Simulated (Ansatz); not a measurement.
Ge in the lonsdaleite structure: a single-point calculation in the plane-wave code Ansatz (r2SCAN). The cell was relaxed with r2SCAN and then strained, so it isn't that functional's minimum.

```yaml
crystal:
  lattice:
    - [3.9976152073, 0.0, 0.0]
    - [-1.9988076036, 3.4620363241, 0.0]
    - [0.0, 0.0, 6.5928195166]
  atoms:
    - { symbol: Ge, position: [0.3333333333, 0.6666666667, 0.000369599] }
    - { symbol: Ge, position: [0.6666666667, 0.3333333333, 0.500369599] }
    - { symbol: Ge, position: [0.3333333333, 0.6666666667, 0.374630401] }
    - { symbol: Ge, position: [0.6666666667, 0.3333333333, 0.874630401] }
kpoints:
  mp_grid: { grid: [12, 12, 4] }
  band_path:
    path:
      - [0.0, 0.0, 0.0]
      - [0.5, 0.0, 0.0]
      - [0.3333333333, 0.3333333333, 0.0]
      - [0.0, 0.0, 0.5]
      - [0.5, 0.0, 0.5]
      - [0.3333333333, 0.3333333333, 0.5]
      - [0.0, 0.0, -0.019002]
      - [-0.000977, 0.0, 0.144531]
    npoints: 1
hamiltonian:
  xc: r2scan
scf:
  occupations: { method: fermi_dirac, width: 0.02 }
  n_extra_bands: 5
output:
  forces: true
  stress: true
  eigenvalues: true
```

Some lines of the output have been replaced by numbered gaps.
```
scf.n_extra_bands = 5 over 28 filled bands (N_el = 56.0): the run solves 33 bands
Pseudopotential: Ge, paw, valence charge 14, recommended cutoff 500 eV (meta_gga)
Functional definition: r2SCAN
Crystal: 4 atoms, lattice volume = 91.244 Å³
Basis set: ecut = 500 eV, 2311 PW (Γ)
Symmetry: 24 space group operations
Space group: P63/mmc (ITA 194)
k-points: 57 of 576
SCF converged after 6 iterations
Free energy (F): -17211.557505 eV
Internal energy: -17211.557432 eV  (E = F + TS)
E sigma→0 (E₀):  -17211.557468 eV
Entropy (-TS):   -0.000073 eV (-0.018 meV/atom)
[1]
--- Forces (eV/Å), atoms counted from 1 ---
  atom   1  Ge      0.00000      0.00000      0.00268
  atom   2  Ge      0.00000      0.00000      0.00268
  atom   3  Ge      0.00000      0.00000    -0.00268
  atom   4  Ge      0.00000      0.00000    -0.00268
--- Stress (GPa, compression-positive) ---
       -0.049573       0.000000       0.000000
        0.000000      -0.049573       0.000000
        0.000000       0.000000       0.187968
  P = ⅓ Tr σ = 0.0296 GPa (0.296 kbar)
--- Band table (eV; the first three rows and the last of 57) ---
[2]
```

The rows of the band table are 0: (0, 0, 0) = Γ, 1: (0, 0, 1/4), 2: (0, 0, -1/2) = A, 56: (1/3, 1/3, -1/2) = H.

Task: Give the withheld lines. They hold the Fermi energy and the band table.

Result:
```
[1]
Fermi energy:    8.501428 eV
[2]
  k-point 0: bands = […, 0.4554, 6.7681, 6.7681, 8.1685, 8.4543, 8.4543, 8.5327, 8.7477, 10.7583, 10.7583, …]
  k-point 1: bands = […, 1.4046, 5.8549, 6.9416, 6.9416, 8.0763, 8.0763, 8.7372, 9.9617, 11.1470, 11.1470, …]
  k-point 2: bands = […, 3.4145, 3.4145, 7.4264, 7.4264, 7.4264, 7.4264, 9.3177, 9.3177, 11.9262, 11.9262, …]
  k-point 56: bands = […, -0.1085, -0.1085, 3.8932, 3.8932, 6.2020, 6.2020, 9.8776, 9.8776, 12.7760, 12.7760, …]
```
The trailing digits, and the zero of the energies, depend on the potentials and thresholds.

The r2SCAN gap is direct at Γ: 0.08 eV. (With 0.02 eV of smearing so small a gap leaves both edges partly filled, and it could close between the points sampled.) Edges are sought over the mesh and the listed points. The mean stress is close to zero (0.03 GPa).

Run as `ansatz run input.yaml --threads 2 --pin off --max-ram 2211MiB --backend cpu --events-out ev --progress --plain --runs-dir out`. Wall time 24 s on 2 threads of Arm Neoverse N1, with other jobs on the host; peak host memory 0.66 GiB.

Calculated for a static, non-magnetic cell.

The runs are scalar-relativistic, without spin-orbit coupling.
